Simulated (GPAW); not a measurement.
Crystal: Ca.

```
Ca
1.0
     0.00000    2.79420    2.79420
     2.79420    0.00000    2.79420
     2.79420    2.79420    0.00000
Ca
1
Direct
  0.00000 0.00000 0.00000
```

Base run:

```yaml
Program: GPAW 26.7.0
Functional: LDA
Potentials_or_basis: the program's PAW data sets (release 1.2.1) made for this functional
Cutoff: 600 eV
Basis: pw
k_mesh: 8 × 8 × 8
Occupations: fermi-dirac, width 0.05 eV
Spin: no spin polarisation
```

Its results: band gap on the k mesh none (metal or under the smearing width); pressure -2.1 GPa.

The run is repeated on the same cell with these changes: functional from LDA to revPBE. What comes out?

Band gap on the k mesh none (metal or under the smearing width); pressure 0.2 GPa.

revPBE binds less tightly than LDA, so the same cell stands under more pressure.
